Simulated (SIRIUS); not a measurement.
# Sn (Fd-3m) in SIRIUS: notebook

The runs below take Sn through equation of state, with BLYP.

Everything below comes from runs of SIRIUS 7.12.0. Logs are shortened: lines on timing, memory, paths and dates and some standing lists are left out, and cuts for length are marked. The log counts tension as positive stress, the text compression.

## Step 1: The structure

Symmetry: Fd-3m, No. 227, cubic system. The conventional cell has a = 6.467 Å, b = 6.467 Å, c = 6.467 Å, α = 90.00°, β = 90.00°, γ = 90.00°. Sn (site symmetry -43m) has 4 Sn at 2.80 Å as nearest neighbours.

This isn't the form of Sn at room conditions, which is tetragonal (white tin).

## Step 2: Equation of state, BLYP, 31.77 Å³/atom (volume scaled by 0.94)

sirius.json reads:

```json
{
  "control": {
    "processing_unit": "cpu",
    "std_evp_solver_name": "lapack",
    "gen_evp_solver_name": "lapack",
    "verbosity": 2,
    "print_forces": false,
    "ortho_rf": true,
    "use_second_variation": true,
    "rmt_max": 3.0,
    "num_bands_to_print": 24,
    "save_wf": true
  },
  "parameters": {
    "electronic_structure_method": "full_potential_lapwlo",
    "xc_functionals": ["XC_GGA_X_B88", "XC_GGA_C_LYP"],
    "core_relativity": "dirac",
    "valence_relativity": "iora",
    "num_fv_states": 29,
    "smearing": "fermi_dirac",
    "smearing_width": 0.0018374661,
    "pw_cutoff": 20,
    "gk_cutoff": 3.31,
    "lmax_apw": 10,
    "lmax_rho": 8,
    "lmax_pot": 8,
    "num_mag_dims": 0,
    "auto_rmt": 0,
    "ngridk": [7, 7, 7],
    "shiftk": [0, 0, 0],
    "num_dft_iter": 80,
    "energy_tol": 1e-07,
    "density_tol": 1e-05,
    "use_symmetry": true
  },
  "settings": {"tol_ne": 1e-10},
  "iterative_solver": {"type": "exact"},
  "mixer": {"type": "anderson", "beta": 0.5, "max_history": 8},
  "unit_cell": {
    "lattice_vectors": [[0.0, 5.9854007813, 5.9854007813], [5.9854007813, 0.0, 5.9854007813], [5.9854007813, 5.9854007813, 0.0]],
    "atom_types": ["Sn"],
    "atom_files": {"Sn": "Sn.json"},
    "atoms": {"Sn": [[0.75, 0.75, 0.75], [0.5, 0.5, 0.5]]}
  }
}
```

Sn.json reads:

```json
{
  "name": "tin",
  "symbol": "Sn",
  "number": 50,
  "mass": 118.71,
  "rmin": 1e-06,
  "rmt": 2.54,
  "nrmt": 800,
  "rinf": 17.22,
  "core": "1s2s2p3s3p3d",
  "valence": [
    {"basis": [{"enu": -0.01, "dme": 0, "n": 0, "auto": 0}, {"enu": -0.01, "dme": 1, "n": 0, "auto": 0}]},
    {"l": 0, "n": 1, "basis": [{"enu": 0.013, "dme": 0, "n": 0, "auto": 0}]},
    {"l": 1, "n": 2, "basis": [{"enu": 0.09, "dme": 0, "n": 0, "auto": 0}]},
    {"l": 2, "n": 3, "basis": [{"enu": 0.09, "dme": 0, "n": 0, "auto": 0}]},
    {"l": 3, "n": 4, "basis": [{"enu": 0.09, "dme": 0, "n": 0, "auto": 0}]}
  ],
  "lo": [
    {"l": 0, "basis": [{"enu": 0.013, "dme": 0, "n": 0, "auto": 0}, {"enu": 0.013, "dme": 1, "n": 0, "auto": 0}]},
    {
      "l": 0,
      "basis": [{"enu": -4.6645, "dme": 0, "n": 4, "auto": 1}, {"enu": -4.6645, "dme": 1, "n": 4, "auto": 1}]
    },
    {
      "l": 0,
      "basis": [{"enu": -4.6645, "dme": 1, "n": 4, "auto": 1}, {"enu": 0.013, "dme": 0, "n": 0, "auto": 0}]
    },
    {"l": 0, "basis": [{"enu": 0.013, "dme": 0, "n": 0, "auto": 0}, {"enu": 2.493, "dme": 0, "n": 0, "auto": 0}]},
    {"l": 1, "basis": [{"enu": 0.09, "dme": 0, "n": 0, "auto": 0}, {"enu": 0.09, "dme": 1, "n": 0, "auto": 0}]},
    {
      "l": 1,
      "basis": [{"enu": -3.0543, "dme": 0, "n": 4, "auto": 1}, {"enu": -3.0543, "dme": 1, "n": 4, "auto": 1}]
    },
    {
      "l": 1,
      "basis": [{"enu": -3.0543, "dme": 1, "n": 4, "auto": 1}, {"enu": 0.09, "dme": 0, "n": 0, "auto": 0}]
    },
    {"l": 1, "basis": [{"enu": 0.09, "dme": 0, "n": 0, "auto": 0}, {"enu": 2.942, "dme": 0, "n": 0, "auto": 0}]},
    {"l": 2, "basis": [{"enu": 0.09, "dme": 0, "n": 0, "auto": 0}, {"enu": 0.09, "dme": 1, "n": 0, "auto": 0}]},
    {
      "l": 2,
      "basis": [{"enu": -0.7216, "dme": 0, "n": 4, "auto": 1}, {"enu": -0.7216, "dme": 1, "n": 4, "auto": 1}]
    },
    {
      "l": 2,
      "basis": [{"enu": -0.7216, "dme": 1, "n": 4, "auto": 1}, {"enu": 0.09, "dme": 0, "n": 0, "auto": 0}]
    },
    {"l": 2, "basis": [{"enu": 0.09, "dme": 0, "n": 0, "auto": 0}, {"enu": 3.314, "dme": 0, "n": 0, "auto": 0}]},
    {"l": 3, "basis": [{"enu": 0.09, "dme": 0, "n": 0, "auto": 0}, {"enu": 0.09, "dme": 1, "n": 0, "auto": 0}]},
    {"l": 3, "basis": [{"enu": 0.09, "dme": 0, "n": 0, "auto": 0}, {"enu": 2.787, "dme": 0, "n": 0, "auto": 0}]}
  ],
  "free_atom": [... radial grid and density of the free atom, the start of the SCF ...]
}
```

sirius_start.json reads:

```json
{
  "control": {
    "processing_unit": "cpu",
    "std_evp_solver_name": "lapack",
    "gen_evp_solver_name": "lapack",
    "verbosity": 1,
    "print_forces": false,
    "ortho_rf": true,
    "use_second_variation": true,
    "rmt_max": 3.0,
    "num_bands_to_print": 24,
    "save_wf": false
  },
  "parameters": {
    "electronic_structure_method": "full_potential_lapwlo",
    "xc_functionals": ["XC_LDA_X", "XC_LDA_C_PW"],
    "core_relativity": "dirac",
    "valence_relativity": "iora",
    "num_fv_states": 29,
    "smearing": "fermi_dirac",
    "smearing_width": 0.0055123983,
    "pw_cutoff": 20,
    "gk_cutoff": 2.65,
    "lmax_apw": 10,
    "lmax_rho": 8,
    "lmax_pot": 8,
    "num_mag_dims": 0,
    "auto_rmt": 0,
    "ngridk": [3, 3, 3],
    "shiftk": [0, 0, 0],
    "num_dft_iter": 30,
    "energy_tol": 0.01,
    "density_tol": 0.05,
    "use_symmetry": true
  },
  "settings": {"tol_ne": 1e-10},
  "iterative_solver": {"type": "exact"},
  "mixer": {"type": "anderson", "beta": 0.5, "max_history": 8},
  "unit_cell": {
    "lattice_vectors": [[0.0, 5.9854007813, 5.9854007813], [5.9854007813, 0.0, 5.9854007813], [5.9854007813, 5.9854007813, 0.0]],
    "atom_types": ["Sn"],
    "atom_files": {"Sn": "Sn.json"},
    "atoms": {"Sn": [[0.75, 0.75, 0.75], [0.5, 0.5, 0.5]]}
  }
}
```

Potentials or basis: all-electron FP-LAPW, apw+lo standard.

Launch:

```bash
> OMP_NUM_THREADS=1 sirius.scf --input=sirius_start.json --output=start.json
> OMP_NUM_THREADS=1 sirius.scf --input=sirius.json --output=output.json --task=1
```

Standard output:

```text
[info] SIRIUS version : 7.12.0
[info] number of MPI ranks           : 1
[info] MPI grid                      : 1 1
[info] maximum number of OMP threads : 1
[fft] FFT context for density and potential
[fft] =====================================
[fft]   plane wave cutoff                     : 20
[fft]   grid size                             : 60 60 60   total : 216000
[fft]   grid limits                           : -29 30   -29 30   -29 30
[fft]   number of G-vectors within the cutoff : 57967
[fft]   number of G-shells                    : 1498
[fft] FFT context for coarse grid
[fft] =====================================
[fft]   plane wave cutoff                     : 6.62
[fft]   grid size                             : 20 20 20   total : 8000
[fft]   grid limits                           : -9 10   -9 10   -9 10
[fft]   number of G-vectors within the cutoff : 2085
[fft]   number of G-shells                    : 79
[unit cell] lattice vectors
[unit cell]   a1 :       0.0000000000      5.9854007813      5.9854007813
[unit cell]   a2 :       5.9854007813      0.0000000000      5.9854007813
[unit cell]   a3 :       5.9854007813      5.9854007813      0.0000000000
[unit cell] reciprocal lattice vectors
[unit cell]   b1 :      -0.5248759053      0.5248759053      0.5248759053
[unit cell]   b2 :       0.5248759053     -0.5248759053      0.5248759053
[unit cell]   b3 :       0.5248759053      0.5248759053     -0.5248759053
[unit cell] unit cell volume :       428.85423548 [a.u.^3]
[unit cell] 1/sqrt(omega)    :         0.04828866
[unit cell] MT volume        :       137.28394634 (32.01%)
[unit cell] IT volume        :       291.57028914 (67.99%)
[unit cell] number of atom types : 1
[unit cell] type id : 0 symbol : Sn mt_radius :   2.540000 num_atoms : 2
[unit cell] total number of atoms : 2
[unit cell] number of symmetry classes : 1
[unit cell] atom id  type id  class id             position                      vector_field
[unit cell] ------------------------------------------------------------------------------------------
[unit cell]      0        0        0      0.75000   0.75000   0.75000      0.00000   0.00000   0.00000
[unit cell]      1        0        0      0.50000   0.50000   0.50000      0.00000   0.00000   0.00000
[unit cell] atom id         position (Cartesian, a.u.)
[unit cell] ---------------------------------------------
[unit cell]      0       8.978101    8.978101    8.978101
[unit cell]      1       5.985401    5.985401    5.985401
[unit cell] class id : 0 atom id : 0 1
[unit cell] minimum bond length:     5.183509
[... 265 lines left out ...]
[generate_radial_functions] {l: 2, n: 4, enu: -0.592027, dme: 0, auto: 1}
[generate_radial_functions] {l: 2, n: 4, enu: -0.592027, dme: 1, auto: 1}
[generate_radial_functions] {l: 2, n: 4, enu: -0.592027, dme: 1, auto: 1}
[diagonalize] Lowest band energies
[diagonalize] ik:    0   -4.560541   -4.560373   -2.935788   -2.935788   -2.935788   -2.935052   -2.935052   -2.935052   -0.604150   -0.604150   -0.604150   -0.601582   -0.601582   -0.587803   -0.587803   -0.587803   -0.586938   -0.586938   -0.211286    0.186016    0.201471    0.201471    0.201471    0.278313
[diagonalize] ik:    1   -4.560535   -4.560379   -2.935796   -2.935796   -2.935772   -2.935072   -2.935047   -2.935047   -0.604804   -0.604804   -0.604001   -0.600722   -0.600722   -0.588793   -0.588793   -0.588063   -0.586224   -0.586224   -0.203549    0.108636    0.187143    0.187143    0.225009    0.296270
[diagonalize] ik:    2   -4.560519   -4.560395   -2.935815   -2.935815   -2.935735   -2.935109   -2.935028   -2.935028   -0.605489   -0.605489   -0.603529   -0.599515   -0.599515   -0.589779   -0.589779   -0.588696   -0.585504   -0.585504   -0.181502    0.026153    0.166486    0.166486    0.212793    0.317188
[diagonalize] ik:    3   -4.560502   -4.560412   -2.935832   -2.935832   -2.935705   -2.935141   -2.935014   -2.935014   -0.605807   -0.605807   -0.603151   -0.598918   -0.598918   -0.590207   -0.590207   -0.589251   -0.585212   -0.585212   -0.153152   -0.034034    0.154584    0.154584    0.203825    0.320511
[diagonalize] ik:    4   -4.560533   -4.560381   -2.935806   -2.935806   -2.935751   -2.935093   -2.935034   -2.935034   -0.604697   -0.604697   -0.604577   -0.600843   -0.599765   -0.590544   -0.587682   -0.587067   -0.587067   -0.585978   -0.200909    0.106388    0.166301    0.166301    0.255986    0.271620
[diagonalize] ...
[diagonalize] ik:   15   -4.560461   -4.560453   -2.935883   -2.935874   -2.935449   -2.935396   -2.934964   -2.934960   -0.607032   -0.606458   -0.600532   -0.599052   -0.594462   -0.594043   -0.592011   -0.590538   -0.584208   -0.583689   -0.094079   -0.083345    0.080436    0.104512    0.233610    0.269498
[diagonalize] ik:   16   -4.560504   -4.560410   -2.935857   -2.935838   -2.935646   -2.935198   -2.935005   -2.934985   -0.606314   -0.606261   -0.602503   -0.598710   -0.596735   -0.593679   -0.590057   -0.588870   -0.584810   -0.584597   -0.161595    0.002538    0.097162    0.136370    0.280642    0.288038
[diagonalize] ik:   17   -4.560487   -4.560427   -2.935875   -2.935852   -2.935583   -2.935260   -2.934990   -2.934967   -0.607169   -0.606519   -0.600906   -0.597527   -0.596083   -0.594045   -0.591591   -0.590454   -0.584282   -0.583683   -0.132732   -0.041992    0.077584    0.120572    0.281802    0.312467
[diagonalize] ik:   18   -4.560474   -4.560440   -2.935878   -2.935872   -2.935502   -2.935341   -2.934970   -2.934963   -0.606960   -0.606854   -0.600592   -0.597433   -0.595940   -0.593424   -0.592755   -0.590470   -0.583895   -0.583814   -0.115635   -0.058469    0.082262    0.095062    0.270828    0.280677
[diagonalize] ik:   19   -4.560469   -4.560445   -2.935886   -2.935870   -2.935489   -2.935356   -2.934973   -2.934959   -0.607487   -0.606895   -0.599529   -0.596460   -0.595528   -0.594032   -0.593781   -0.591410   -0.583834   -0.583295   -0.104582   -0.069720    0.066123    0.097844    0.283968    0.349975
[generate_core_charge_density] atom class : 0
[generate_core_charge_density]   n,l,k : 1 0 1  energy :       -1065.43179151
[generate_core_charge_density]   n,l,k : 2 0 1  energy :        -160.50623823
[generate_core_charge_density]   n,l,k : 2 1 1  energy :        -149.91948772
[generate_core_charge_density]   n,l,k : 2 1 2  energy :        -141.43799907
[generate_core_charge_density]   n,l,k : 3 0 1  energy :         -30.68023088
[generate_core_charge_density]   n,l,k : 3 1 1  energy :         -26.37907696
[generate_core_charge_density]   n,l,k : 3 1 2  energy :         -24.83054862
[generate_core_charge_density]   n,l,k : 3 2 2  energy :         -17.22452841
[generate_core_charge_density]   n,l,k : 3 2 3  energy :         -16.90477338
[find] Total energy                   :  -12359.36854604 (Ha),  -24718.73709208 (Ry)
[find] iteration : 1, RMS (target) : 2.2078e-01 (1.0000e-05) , energy difference (target) : 2.0318e-04 (1.0000e-07)
[find] Total energy                   :  -12359.36847167 (Ha),  -24718.73694333 (Ry)
[find] iteration : 2, RMS (target) : 7.6139e-03 (1.0000e-05) , energy difference (target) : 7.4372e-05 (1.0000e-07)
[find] Total energy                   :  -12359.36847021 (Ha),  -24718.73694042 (Ry)
[find] iteration : 3, RMS (target) : 2.5863e-03 (1.0000e-05) , energy difference (target) : 1.4558e-06 (1.0000e-07)
[find] Total energy                   :  -12359.36847871 (Ha),  -24718.73695741 (Ry)
[find] iteration : 4, RMS (target) : 2.3171e-04 (1.0000e-05) , energy difference (target) : -8.4961e-06 (1.0000e-07)
[... 13 lines left out ...]
[find] valence_eval_sum               :     -65.10169474
[find] core_eval_sum                  :   -7402.05983625
[find] kinetic energy                 :   13010.53535490
[find] enuc                           :  -15015.10944695
[find] <rho|V^{XC}>                   :    -432.06206026
[find] <rho|E^{XC}>                   :    -331.97708937
[find] <mag|B^{XC}>                   :       0.00000000
[find] <rho|V^{H}>                    :  -20045.63482562
[find] smearing (-TS)                 :      -0.00005568
[find] SCF correction                 :       0.00011610
[find] Total energy                   :  -12359.36847813 (Ha),  -24718.73695626 (Ry)
[find] Free energy (E-TS)             :  -12359.36853381 (Ha),  -24718.73706762 (Ry)
[find] band gap (eV)                  :       0.00000000
[find] Efermi                         :       0.20375003
[find] iteration : 6, RMS (target) : 2.3892e-06 (1.0000e-05) , energy difference (target) : -4.1950e-08 (1.0000e-07)
[find] converged after 7 SCF iterations!
[find] Charges and magnetic moments
[find] --------------------------------------------------------------------------------
[find] atom      charge    core leakage
[find] --------------------------------------------------------------------------------
[find]    0   48.182043    8.149893e-11
[find]    1   48.182043    8.149893e-11
[find] total core leakage    : 1.62997861e-10
[find] interstitial charge   : 3.635911
[find] total charge          : 99.999996
[find] Energy
[find] --------------------------------------------------------------------------------
[find] valence_eval_sum               :     -65.10169474
[find] core_eval_sum                  :   -7402.05983625
[find] kinetic energy                 :   13010.53535490
[find] enuc                           :  -15015.10944695
[find] <rho|V^{XC}>                   :    -432.06206026
[find] <rho|E^{XC}>                   :    -331.97708937
[find] <mag|B^{XC}>                   :       0.00000000
[find] <rho|V^{H}>                    :  -20045.63482562
[find] smearing (-TS)                 :      -0.00005568
[find] SCF correction                 :       0.00011610
[find] Total energy                   :  -12359.36847813 (Ha),  -24718.73695626 (Ry)
[find] Free energy (E-TS)             :  -12359.36853381 (Ha),  -24718.73706762 (Ry)
[find] band gap (eV)                  :       0.00000000
[find] Efermi                         :       0.20375003
```

Wall time 42 s (1 thread of Arm Neoverse V1, shared host); peak memory 0.46 GiB.

What came out:

```yaml
Free_energy: -336315.5509 eV
Band_gap_on_the_k_mesh: none (metal or under the smearing width)
All_electrons_inside_the_program's_atomic_spheres: Sn 48.18 (radii Sn 2.54 bohr)
```

## Step 3: Equation of state, BLYP, 32.45 Å³/atom (volume scaled by 0.96)

sirius.json, as its differences from that of step 2:

```diff
@@ -39,3 +39,3 @@
   "unit_cell": {
-    "lattice_vectors": [[0.0, 5.9854007813, 5.9854007813], [5.9854007813, 0.0, 5.9854007813], [5.9854007813, 5.9854007813, 0.0]],
+    "lattice_vectors": [[0.0, 6.0275528798, 6.0275528798], [6.0275528798, 0.0, 6.0275528798], [6.0275528798, 6.0275528798, 0.0]],
     "atom_types": ["Sn"],
```

Sn.json reads:

```json
{
  "name": "tin",
  "symbol": "Sn",
  "number": 50,
  "mass": 118.71,
  "rmin": 1e-06,
  "rmt": 2.54,
  "nrmt": 800,
  "rinf": 17.22,
  "core": "1s2s2p3s3p3d",
  "valence": [
    {"basis": [{"enu": -0.02, "dme": 0, "n": 0, "auto": 0}, {"enu": -0.02, "dme": 1, "n": 0, "auto": 0}]},
    {"l": 0, "n": 1, "basis": [{"enu": 0.003, "dme": 0, "n": 0, "auto": 0}]},
    {"l": 1, "n": 2, "basis": [{"enu": 0.08, "dme": 0, "n": 0, "auto": 0}]},
    {"l": 2, "n": 3, "basis": [{"enu": 0.08, "dme": 0, "n": 0, "auto": 0}]},
    {"l": 3, "n": 4, "basis": [{"enu": 0.08, "dme": 0, "n": 0, "auto": 0}]}
  ],
  "lo": [
    {"l": 0, "basis": [{"enu": 0.003, "dme": 0, "n": 0, "auto": 0}, {"enu": 0.003, "dme": 1, "n": 0, "auto": 0}]},
    {
      "l": 0,
      "basis": [{"enu": -4.6745, "dme": 0, "n": 4, "auto": 1}, {"enu": -4.6745, "dme": 1, "n": 4, "auto": 1}]
    },
    {
      "l": 0,
      "basis": [{"enu": -4.6745, "dme": 1, "n": 4, "auto": 1}, {"enu": 0.003, "dme": 0, "n": 0, "auto": 0}]
    },
    {"l": 0, "basis": [{"enu": 0.003, "dme": 0, "n": 0, "auto": 0}, {"enu": 2.483, "dme": 0, "n": 0, "auto": 0}]},
    {"l": 1, "basis": [{"enu": 0.08, "dme": 0, "n": 0, "auto": 0}, {"enu": 0.08, "dme": 1, "n": 0, "auto": 0}]},
    {
      "l": 1,
      "basis": [{"enu": -3.0643, "dme": 0, "n": 4, "auto": 1}, {"enu": -3.0643, "dme": 1, "n": 4, "auto": 1}]
    },
    {
      "l": 1,
      "basis": [{"enu": -3.0643, "dme": 1, "n": 4, "auto": 1}, {"enu": 0.08, "dme": 0, "n": 0, "auto": 0}]
    },
    {"l": 1, "basis": [{"enu": 0.08, "dme": 0, "n": 0, "auto": 0}, {"enu": 2.932, "dme": 0, "n": 0, "auto": 0}]},
    {"l": 2, "basis": [{"enu": 0.08, "dme": 0, "n": 0, "auto": 0}, {"enu": 0.08, "dme": 1, "n": 0, "auto": 0}]},
    {
      "l": 2,
      "basis": [{"enu": -0.7316, "dme": 0, "n": 4, "auto": 1}, {"enu": -0.7316, "dme": 1, "n": 4, "auto": 1}]
    },
    {
      "l": 2,
      "basis": [{"enu": -0.7316, "dme": 1, "n": 4, "auto": 1}, {"enu": 0.08, "dme": 0, "n": 0, "auto": 0}]
    },
    {"l": 2, "basis": [{"enu": 0.08, "dme": 0, "n": 0, "auto": 0}, {"enu": 3.304, "dme": 0, "n": 0, "auto": 0}]},
    {"l": 3, "basis": [{"enu": 0.08, "dme": 0, "n": 0, "auto": 0}, {"enu": 0.08, "dme": 1, "n": 0, "auto": 0}]},
    {"l": 3, "basis": [{"enu": 0.08, "dme": 0, "n": 0, "auto": 0}, {"enu": 2.777, "dme": 0, "n": 0, "auto": 0}]}
  ],
  "free_atom": [... radial grid and density of the free atom, the start of the SCF ...]
}
```

sirius_start.json, as its differences from that of step 2:

```diff
@@ -39,3 +39,3 @@
   "unit_cell": {
-    "lattice_vectors": [[0.0, 5.9854007813, 5.9854007813], [5.9854007813, 0.0, 5.9854007813], [5.9854007813, 5.9854007813, 0.0]],
+    "lattice_vectors": [[0.0, 6.0275528798, 6.0275528798], [6.0275528798, 0.0, 6.0275528798], [6.0275528798, 6.0275528798, 0.0]],
     "atom_types": ["Sn"],
```

Potentials or basis: all-electron FP-LAPW, apw+lo standard.

Launch:

```bash
> OMP_NUM_THREADS=1 sirius.scf --input=sirius_start.json --output=start.json
> OMP_NUM_THREADS=1 sirius.scf --input=sirius.json --output=output.json --task=1
```

It took 43 s on 1 thread of Arm Neoverse V1, shared host; peak memory 0.46 GiB.

The run converged. Its results:

| Quantity | Value |
| --- | --- |
| Free energy | -336315.6338 eV |
| Band gap on the k mesh | none (metal or under the smearing width) |
| All electrons inside the program's atomic spheres | Sn 48.16 (radii Sn 2.54 bohr) |

(Continued in part 2 of 2.)
